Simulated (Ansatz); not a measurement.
# 1/2<110> screw dislocation dipole in Si (shuffle set) (120 atoms): support functions against a reference, part 2 of 3

Aim: test how closely localised support functions follow the reference on 1/2<110> screw dislocation dipole in Si (shuffle set) (120 atoms), and at what cost. A setting counts as converged where the r.m.s. difference of forces stays under 1 % of the r.m.s. force.

Ansatz 0.2.0; Kohn-Sham DFT, PBE, PAW (set soft_2), plane waves.

The cell: 120 Si. The cell is under 6 Å thick along one periodic direction. The host structure and its lattice constant were typed by rule, without a check against the phase diagram.

So far. Step 3 (Support functions medium): Forces differ from the reference by 0.28 meV/Å r.m.s., 0.29 % of their size, well within a tolerance of 1 %; the energy by -0.23 meV/atom. The two runs also began from different starting densities, which bears on cycles and time. Step 4 (Support functions low): Forces differ from the reference by 0.28 meV/Å r.m.s., 0.29 % of their size, well within a tolerance of 1 %; the energy by -0.23 meV/atom.

### Step 5. Support functions high

With localised support functions most steps grow linearly with size, though the diagonalisation grows faster unless the density matrix is cut; this run measures error and cost at this size. The level high gives here a grid of 162×90×18 points and a radius of 4.86 Å.

This step: Kohn-Sham DFT, PBE, PAW (set soft_2), localised support functions (high) (Ansatz 0.2.0).

Contents of input.yaml:

```yaml
crystal:
  lattice:
    - [33.25795, 0.0, 0.0]
    - [0.0, 18.91127, 0.0]
    - [0.0, -0.38992, 3.82045]
  atoms:
    [... the 120 atom lines of step 2 ...]
kpoints:
  mp_grid: { grid: [1, 1, 4] }
hamiltonian:
  xc: pbe
scf:
  occupations: { method: gaussian, width: 0.025 }
  eigensolver: { kind: { support_functions: { accuracy: high } } }
  max_iter: 150
output:
  forces: true
  eigenvalues: true
```

Command:

```bash
ansatz run input.yaml --threads 4 --pin off --max-ram 8192MiB --backend cpu --events-out ev --progress --plain --runs-dir out
```

The log of the run:

```text
[...]
Crystal: 120 atoms, lattice volume = 2402.872 Å³
Basis set: ecut = 420 eV, 47099 PW (Γ), exchange–correlation on 450×256×54 points (8 copies of the dense FFT grid, shifted against one another)
Bands: 288, of which v1, the nominal top of the filled ones, is band 240 counted from 1 (239 counted from 0)
Symmetry: 1 space group operations
k-points: 3 of 4 (time reversal used)
[...]
Eigensolver: Support functions (high, 162×90×18 points, laid for a spacing of at most 0.220337 Å, radius 4.861143 Å, 1 species' potentials softened for the grid, 1 wholly corrected for its errors in the mean over positions, 1 with the egg-box correction, energy correction by stochastic trace)
[...]
SCF iter   1: F=—  HF=-76270.451198 eV  |F-HF|=—  |Δ(HF+E_count)|=         —  Δρ=3.86e-2  dr2=3.31e1  ethr=1.00e-1
[...]
SCF iter  13: F=—  HF=-76286.796254 eV  |F-HF|=—  |Δ(HF+E_count)|=   5.73e-4  Δρ=7.30e-7  dr2=1.28e-8  ethr=1.00e-12  κ⁻¹=5.4e-7(r=7)
SCF iter  14: F=-76286.796443 eV  HF=-76286.796443 eV  |F-HF|=3.14e-9  |Δ(HF+E_count)|=   1.89e-4  Δρ=4.89e-7  dr2=9.15e-9  ethr=1.00e-12
SCF 1 converged in 14 iterations: F = -76286.800457 eV  dr2 = 9.15e-9
[...]
SCF converged after 14 iterations
[...]
Free energy (F): -76286.800457 eV
[...]
Internal energy: -76286.798674 eV  (E = F + TS)
E sigma→0 (E₀):  -76286.799565 eV
Entropy (-TS):   -0.001783 eV (-0.015 meV/atom)
Fermi energy:    6.445986 eV
[...]
Σ components = -76286.800457   (vs F -76286.800457, Δ=0.00e0)
--- Forces (eV/Å), atoms counted from 1 ---
  atom   1  Si     0.01007704    -0.02052903    -0.01322397
  atom   2  Si    -0.02856366     0.01079819     0.00635807
  atom   3  Si     0.00403599    -0.04159596    -0.04482738
  atom   4  Si     0.00037316     0.04019919     0.02291780
[...]
atom 120  Si     0.01183465     0.05772030     0.02827921
  max |Σ_I F_I| component: 4.33e-4 eV/Å
--- Band table (eV) ---
[...]
```

The job ended after 5.7 min (4 threads of Arm Neoverse V1, shared host; peak memory 5.2 GiB; 22 min of CPU time).

Keys that differ from the reference: support_functions.accuracy = "high" and scf.max_iter = 150.

Forces differ from the reference by 0.18 meV/Å r.m.s., 0.18 % of their size, well within a tolerance of 1 %; the energy by -0.29 meV/atom. It took 5.7 min and 14 cycles; the reference's time can't be set against it, since the two runs asked for unlike analyses. The two runs also began from different starting densities, which bears on cycles and time.

### Step 6. Support functions medium, radius 3.94 Å

The radius confines each support function; a larger one gives more freedom and more work per atom.

This step: Kohn-Sham DFT, PBE, PAW (set soft_2), localised support functions (medium) (Ansatz 0.2.0).

input.yaml, the sections that differ from step 5:

```yaml
scf:
  occupations: { method: gaussian, width: 0.025 }
  eigensolver: { kind: { support_functions: { accuracy: medium, radius: 3.94 } } }
  max_iter: 150
# crystal, kpoints, hamiltonian, output: as in step 5
```

The log of the run:

```text
[...]
Crystal: 120 atoms, lattice volume = 2402.872 Å³
Basis set: ecut = 420 eV, 47099 PW (Γ), exchange–correlation on 450×256×54 points (8 copies of the dense FFT grid, shifted against one another)
Bands: 288, of which v1, the nominal top of the filled ones, is band 240 counted from 1 (239 counted from 0)
Symmetry: 1 space group operations
k-points: 3 of 4 (time reversal used)
[...]
SCF iter   1: F=—  HF=-76265.805765 eV  |F-HF|=—  |Δ(HF+E_count)|=         —  Δρ=3.86e-2  dr2=3.22e1  ethr=1.00e-1
[...]
SCF iter   8: F=—  HF=-76286.710750 eV  |F-HF|=—  |Δ(HF+E_count)|=   8.61e-3  Δρ=8.07e-6  dr2=6.60e-6  ethr=9.20e-9  κ⁻¹=1.1e-6(r=6)
SCF iter   9: F=-76286.717082 eV  HF=-76286.717082 eV  |F-HF|=1.73e-7  |Δ(HF+E_count)|=   6.33e-3  Δρ=5.46e-6  dr2=9.95e-7  ethr=1.38e-9
SCF 1 converged in 9 iterations: F = -76286.793115 eV  dr2 = 9.95e-7
[...]
SCF converged after 9 iterations
[...]
Free energy (F): -76286.793115 eV
[...]
Internal energy: -76286.791354 eV  (E = F + TS)
E sigma→0 (E₀):  -76286.792234 eV
Entropy (-TS):   -0.001761 eV (-0.015 meV/atom)
Fermi energy:    6.446936 eV
[...]
Σ components = -76286.793115   (vs F -76286.793115, Δ=0.00e0)
--- Forces (eV/Å), atoms counted from 1 ---
  atom   1  Si     0.01011018    -0.02077714    -0.01305365
  atom   2  Si    -0.02873194     0.01049765     0.00633274
  atom   3  Si     0.00388195    -0.04167452    -0.04456681
  atom   4  Si     0.00037206     0.03985333     0.02284285
[...]
atom 120  Si     0.01212491     0.05747990     0.02835801
  max |Σ_I F_I| component: 8.45e-3 eV/Å
--- Band table (eV) ---
[...]
```

The job ended after 1.7 min (4 threads; peak memory 3.4 GiB; 6.8 min of CPU time).

Keys that differ from the reference: support_functions.accuracy = "medium", support_functions.radius = 3.94 and scf.max_iter = 150.

Forces differ from the reference by 0.32 meV/Å r.m.s., 0.33 % of their size, within a tolerance of 1 %; the energy by -0.22 meV/atom. The two runs also began from different starting densities, which bears on cycles and time.

### Step 7. Support functions medium, radius 4.26 Å

The radius confines each support function; a larger one gives more freedom and more work per atom.

input.yaml, the sections that differ from step 6:

```yaml
scf:
  occupations: { method: gaussian, width: 0.025 }
  eigensolver: { kind: { support_functions: { accuracy: medium, radius: 4.26 } } }
  max_iter: 150
# crystal, kpoints, hamiltonian, output: as in step 6
```

The log of the run:

```text
[...]
Crystal: 120 atoms, lattice volume = 2402.872 Å³
Basis set: ecut = 420 eV, 47099 PW (Γ), exchange–correlation on 450×256×54 points (8 copies of the dense FFT grid, shifted against one another)
Bands: 288, of which v1, the nominal top of the filled ones, is band 240 counted from 1 (239 counted from 0)
Symmetry: 1 space group operations
k-points: 3 of 4 (time reversal used)
[...]
SCF iter   1: F=—  HF=-76270.402950 eV  |F-HF|=—  |Δ(HF+E_count)|=         —  Δρ=3.88e-2  dr2=3.26e1  ethr=1.00e-1
[...]
SCF iter   8: F=—  HF=-76286.762648 eV  |F-HF|=—  |Δ(HF+E_count)|=   3.64e-3  Δρ=6.34e-6  dr2=2.65e-6  ethr=8.24e-9  κ⁻¹=2.6e-7(r=6)
SCF iter   9: F=-76286.765214 eV  HF=-76286.765214 eV  |F-HF|=6.09e-8  |Δ(HF+E_count)|=   2.57e-3  Δρ=3.89e-6  dr2=7.54e-7  ethr=5.52e-10
SCF 1 converged in 9 iterations: F = -76286.793695 eV  dr2 = 7.54e-7
[...]
SCF converged after 9 iterations
[...]
Free energy (F): -76286.793695 eV
[...]
Internal energy: -76286.791919 eV  (E = F + TS)
E sigma→0 (E₀):  -76286.792807 eV
Entropy (-TS):   -0.001775 eV (-0.015 meV/atom)
Fermi energy:    6.446233 eV
[...]
Σ components = -76286.793695   (vs F -76286.793695, Δ=0.00e0)
--- Forces (eV/Å), atoms counted from 1 ---
  atom   1  Si     0.00987015    -0.02054190    -0.01328445
  atom   2  Si    -0.02857286     0.01078286     0.00635994
  atom   3  Si     0.00395832    -0.04136569    -0.04473003
  atom   4  Si     0.00037367     0.04019102     0.02285943
[...]
atom 120  Si     0.01184650     0.05753632     0.02830148
  max |Σ_I F_I| component: 3.19e-3 eV/Å
--- Band table (eV) ---
[...]
```

The job ended after 2 min (4 threads; peak memory 3.9 GiB).

Keys that differ from the reference: support_functions.accuracy = "medium", support_functions.radius = 4.26 and scf.max_iter = 150.

Forces differ from the reference by 0.22 meV/Å r.m.s., 0.23 % of their size, well within a tolerance of 1 %; the energy by -0.23 meV/atom. The two runs also began from different starting densities, which bears on cycles and time.

### Step 8. Support functions medium, radius 4.55 Å

The radius confines each support function; a larger one gives more freedom and more work per atom.

input.yaml, the sections that differ from step 7:

```yaml
scf:
  occupations: { method: gaussian, width: 0.025 }
  eigensolver: { kind: { support_functions: { accuracy: medium, radius: 4.55 } } }
  max_iter: 150
# crystal, kpoints, hamiltonian, output: as in step 7
```

The log of the run:

```text
[...]
Crystal: 120 atoms, lattice volume = 2402.872 Å³
Basis set: ecut = 420 eV, 47099 PW (Γ), exchange–correlation on 450×256×54 points (8 copies of the dense FFT grid, shifted against one another)
Bands: 288, of which v1, the nominal top of the filled ones, is band 240 counted from 1 (239 counted from 0)
Symmetry: 1 space group operations
k-points: 3 of 4 (time reversal used)
[...]
SCF iter   1: F=—  HF=-76270.791227 eV  |F-HF|=—  |Δ(HF+E_count)|=         —  Δρ=3.86e-2  dr2=3.28e1  ethr=1.00e-1
[...]
SCF iter   8: F=—  HF=-76286.779146 eV  |F-HF|=—  |Δ(HF+E_count)|=   2.32e-3  Δρ=6.33e-6  dr2=3.49e-6  ethr=7.73e-9  κ⁻¹=4.4e-7(r=6)
SCF iter   9: F=-76286.780738 eV  HF=-76286.780738 eV  |F-HF|=1.01e-8  |Δ(HF+E_count)|=   1.59e-3  Δρ=3.87e-6  dr2=7.26e-7  ethr=7.26e-10
SCF 1 converged in 9 iterations: F = -76286.793969 eV  dr2 = 7.26e-7
[...]
SCF converged after 9 iterations
[...]
Free energy (F): -76286.793969 eV
[...]
Internal energy: -76286.792188 eV  (E = F + TS)
E sigma→0 (E₀):  -76286.793079 eV
Entropy (-TS):   -0.001781 eV (-0.015 meV/atom)
Fermi energy:    6.446089 eV
[...]
Σ components = -76286.793969   (vs F -76286.793969, Δ=0.00e0)
--- Forces (eV/Å), atoms counted from 1 ---
  atom   1  Si     0.01011353    -0.02051258    -0.01330384
  atom   2  Si    -0.02861112     0.01072852     0.00636276
  atom   3  Si     0.00397474    -0.04159452    -0.04488599
  atom   4  Si     0.00039215     0.04023094     0.02293049
[...]
atom 120  Si     0.01193020     0.05760818     0.02823595
  max |Σ_I F_I| component: 4.03e-3 eV/Å
--- Band table (eV) ---
[...]
```

The job ended after 2.7 min (4 threads; peak memory 4.3 GiB).

Keys that differ from the reference: support_functions.accuracy = "medium", support_functions.radius = 4.55 and scf.max_iter = 150.

Forces differ from the reference by 0.19 meV/Å r.m.s., 0.20 % of their size, well within a tolerance of 1 %; the energy by -0.23 meV/atom. The two runs also began from different starting densities, which bears on cycles and time.

### Step 9. Support functions medium, radius 4.87 Å

The radius confines each support function; a larger one gives more freedom and more work per atom.

input.yaml, the sections that differ from step 8:

```yaml
scf:
  occupations: { method: gaussian, width: 0.025 }
  eigensolver: { kind: { support_functions: { accuracy: medium, radius: 4.87 } } }
  max_iter: 150
# crystal, kpoints, hamiltonian, output: as in step 8
```

The log of the run:

```text
[...]
Crystal: 120 atoms, lattice volume = 2402.872 Å³
Basis set: ecut = 420 eV, 47099 PW (Γ), exchange–correlation on 450×256×54 points (8 copies of the dense FFT grid, shifted against one another)
Bands: 288, of which v1, the nominal top of the filled ones, is band 240 counted from 1 (239 counted from 0)
Symmetry: 1 space group operations
k-points: 3 of 4 (time reversal used)
[...]
SCF iter   1: F=—  HF=-76270.422431 eV  |F-HF|=—  |Δ(HF+E_count)|=         —  Δρ=3.86e-2  dr2=3.31e1  ethr=1.00e-1
[...]
SCF iter   8: F=—  HF=-76286.786618 eV  |F-HF|=—  |Δ(HF+E_count)|=   1.23e-3  Δρ=7.19e-6  dr2=4.77e-6  ethr=7.26e-9  κ⁻¹=6.7e-7(r=6)
SCF iter   9: F=-76286.787433 eV  HF=-76286.787433 eV  |F-HF|=1.57e-8  |Δ(HF+E_count)|=   8.15e-4  Δρ=4.29e-6  dr2=8.61e-7  ethr=9.94e-10
SCF 1 converged in 9 iterations: F = -76286.794017 eV  dr2 = 8.61e-7
[...]
SCF converged after 9 iterations
[...]
Free energy (F): -76286.794017 eV
[...]
Internal energy: -76286.792236 eV  (E = F + TS)
E sigma→0 (E₀):  -76286.793127 eV
Entropy (-TS):   -0.001782 eV (-0.015 meV/atom)
Fermi energy:    6.446039 eV
[...]
Σ components = -76286.794017   (vs F -76286.794017, Δ=0.00e0)
--- Forces (eV/Å), atoms counted from 1 ---
  atom   1  Si     0.01015205    -0.02054998    -0.01322870
  atom   2  Si    -0.02862728     0.01070738     0.00628999
  atom   3  Si     0.00393569    -0.04161928    -0.04488341
  atom   4  Si     0.00031369     0.04014404     0.02291002
[...]
atom 120  Si     0.01189466     0.05767709     0.02825130
  max |Σ_I F_I| component: 3.07e-3 eV/Å
--- Band table (eV) ---
[...]
```

It took 3.1 min on 4 threads; peak memory 4.7 GiB; 12 min of CPU time.

Keys that differ from the reference: support_functions.accuracy = "medium", support_functions.radius = 4.87 and scf.max_iter = 150.

Forces differ from the reference by 0.18 meV/Å r.m.s., 0.19 % of their size, well within a tolerance of 1 %; the energy by -0.23 meV/atom. The two runs also began from different starting densities, which bears on cycles and time.

### Step 10. Support functions medium, radius 5.48 Å

The radius confines each support function; a larger one gives more freedom and more work per atom.

input.yaml, the sections that differ from step 9:

```yaml
scf:
  occupations: { method: gaussian, width: 0.025 }
  eigensolver: { kind: { support_functions: { accuracy: medium, radius: 5.48 } } }
  max_iter: 150
# crystal, kpoints, hamiltonian, output: as in step 9
```

The log of the run:

```text
[...]
Crystal: 120 atoms, lattice volume = 2402.872 Å³
Basis set: ecut = 420 eV, 47099 PW (Γ), exchange–correlation on 450×256×54 points (8 copies of the dense FFT grid, shifted against one another)
Bands: 288, of which v1, the nominal top of the filled ones, is band 240 counted from 1 (239 counted from 0)
Symmetry: 1 space group operations
k-points: 3 of 4 (time reversal used)
[...]
SCF iter   1: F=—  HF=-76270.204763 eV  |F-HF|=—  |Δ(HF+E_count)|=         —  Δρ=3.88e-2  dr2=3.38e1  ethr=1.00e-1
[...]
SCF iter   8: F=—  HF=-76286.792459 eV  |F-HF|=—  |Δ(HF+E_count)|=   3.45e-4  Δρ=9.21e-6  dr2=5.06e-6  ethr=4.09e-9  κ⁻¹=7.5e-7(r=6)
SCF iter   9: F=-76286.792651 eV  HF=-76286.792652 eV  |F-HF|=2.99e-7  |Δ(HF+E_count)|=   1.93e-4  Δρ=5.56e-6  dr2=1.32e-6  ethr=1.05e-9
SCF 1 converged in 9 iterations: F = -76286.794127 eV  dr2 = 1.32e-6
[...]
SCF converged after 9 iterations
[...]
Free energy (F): -76286.794127 eV
[...]
Internal energy: -76286.792344 eV  (E = F + TS)
E sigma→0 (E₀):  -76286.793236 eV
Entropy (-TS):   -0.001784 eV (-0.015 meV/atom)
Fermi energy:    6.445936 eV
[...]
Σ components = -76286.794127   (vs F -76286.794127, Δ=0.00e0)
--- Forces (eV/Å), atoms counted from 1 ---
  atom   1  Si     0.01018860    -0.02056931    -0.01322882
  atom   2  Si    -0.02861952     0.01069029     0.00630635
  atom   3  Si     0.00395138    -0.04163911    -0.04486007
  atom   4  Si     0.00030042     0.04014433     0.02286137
[...]
atom 120  Si     0.01186523     0.05764877     0.02823825
  max |Σ_I F_I| component: 3.25e-3 eV/Å
--- Band table (eV) ---
[...]
```

Elapsed: 4.5 min, on 4 threads; peak memory 5.7 GiB; 18 min of CPU time.

Keys that differ from the reference: support_functions.accuracy = "medium", support_functions.radius = 5.48 and scf.max_iter = 150.

Forces differ from the reference by 0.18 meV/Å r.m.s., 0.19 % of their size, well within a tolerance of 1 %; the energy by -0.23 meV/atom. The two runs also began from different starting densities, which bears on cycles and time.

### Step 11. Support functions medium, radius 6.09 Å

The radius confines each support function; a larger one gives more freedom and more work per atom.

input.yaml, the sections that differ from step 10:

```yaml
scf:
  occupations: { method: gaussian, width: 0.025 }
  eigensolver: { kind: { support_functions: { accuracy: medium, radius: 6.09 } } }
  max_iter: 150
# crystal, kpoints, hamiltonian, output: as in step 10
```

The log of the run:

```text
[...]
Crystal: 120 atoms, lattice volume = 2402.872 Å³
Basis set: ecut = 420 eV, 47099 PW (Γ), exchange–correlation on 450×256×54 points (8 copies of the dense FFT grid, shifted against one another)
Bands: 288, of which v1, the nominal top of the filled ones, is band 240 counted from 1 (239 counted from 0)
Symmetry: 1 space group operations
k-points: 3 of 4 (time reversal used)
[...]
SCF iter   1: F=—  HF=-76270.309746 eV  |F-HF|=—  |Δ(HF+E_count)|=         —  Δρ=3.89e-2  dr2=3.42e1  ethr=1.00e-1
[...]
SCF iter   8: F=—  HF=-76286.793657 eV  |F-HF|=—  |Δ(HF+E_count)|=   1.40e-4  Δρ=9.78e-6  dr2=3.36e-6  ethr=3.02e-9  κ⁻¹=1.0e-7(r=6)
SCF iter   9: F=-76286.793724 eV  HF=-76286.793724 eV  |F-HF|=1.25e-7  |Δ(HF+E_count)|=   6.67e-5  Δρ=2.47e-6  dr2=4.08e-7  ethr=7.00e-10
SCF 1 converged in 9 iterations: F = -76286.794178 eV  dr2 = 4.08e-7
[...]
SCF converged after 9 iterations
[...]
Free energy (F): -76286.794178 eV
[...]
Internal energy: -76286.792393 eV  (E = F + TS)
E sigma→0 (E₀):  -76286.793286 eV
Entropy (-TS):   -0.001785 eV (-0.015 meV/atom)
Fermi energy:    6.445981 eV
[...]
Σ components = -76286.794178   (vs F -76286.794178, Δ=0.00e0)
--- Forces (eV/Å), atoms counted from 1 ---
  atom   1  Si     0.01019041    -0.02057099    -0.01322397
  atom   2  Si    -0.02863757     0.01069206     0.00631311
  atom   3  Si     0.00396072    -0.04163512    -0.04486596
  atom   4  Si     0.00028330     0.04013962     0.02286565
[...]
atom 120  Si     0.01185757     0.05763768     0.02823714
  max |Σ_I F_I| component: 3.20e-3 eV/Å
--- Band table (eV) ---
[...]
```

The job ended after 6.8 min (4 threads; peak memory 7 GiB; 27 min of CPU time).

Keys that differ from the reference: support_functions.accuracy = "medium", support_functions.radius = 6.09 and scf.max_iter = 150.

Forces differ from the reference by 0.18 meV/Å r.m.s., 0.18 % of their size, well within a tolerance of 1 %; the energy by -0.23 meV/atom. It took 6.8 min and 9 cycles; the reference's time can't be set against it, since the two runs asked for unlike analyses. The two runs also began from different starting densities, which bears on cycles and time.

### Step 12. Support functions medium, radius 3.45 Å

The radius confines each support function; a larger one gives more freedom and more work per atom.

input.yaml, the sections that differ from step 11:

```yaml
scf:
  occupations: { method: gaussian, width: 0.025 }
  eigensolver: { kind: { support_functions: { accuracy: medium, radius: 3.45 } } }
  max_iter: 150
# crystal, kpoints, hamiltonian, output: as in step 11
```

The log of the run:

```text
Warning: scf.eigensolver.kind.support_functions: disabling space-group detection — the functions' gradient is summed over unrotated k-points, so no spatial operation reduces the k-mesh or symmetrises the density; time reversal is kept, so that k and −k are solved as one point where they differ and the mesh holds both, and exact exchange and, on two spinor components, a DFT+U term hold to it where the run has them: [...]
settings of this run that can trade accuracy for cost: scf.eigensolver.kind.support_functions [...]
Engine: ansatz 0.2.0, aarch64-unknown-linux-gnu
Pseudopotentials: kind: paw
Pseudopotential: Si, paw, valence charge 4, recommended cutoff 420 eV (normal), Si.paw.azcp
[... 5 lines on functional and potentials left out ...]
Error: SCF: the radius of support functions is under 3.86 Å, the least for these sites at the functions' level (scf.eigensolver.kind.support_functions.accuracy). Use scf.eigensolver.kind: auto, or type scf.eigensolver.kind.support_functions.radius at least as long, [...]
```

Wall time 0.58 s (4 threads); peak memory 0.25 GiB.

The program refuses radii under 3.86 Å for these atoms at this level.

[end of part 2 of 3]

[Logs are printed without paths, hosts, clocks, repeated set-up lines and the standing remarks that a program may print on its own settings, such as how far it seeks lower states.]

[Hosts, paths, dates, database ids (printed as entryN), source tags and the programs' standing remarks are cut or masked in the printed files.]
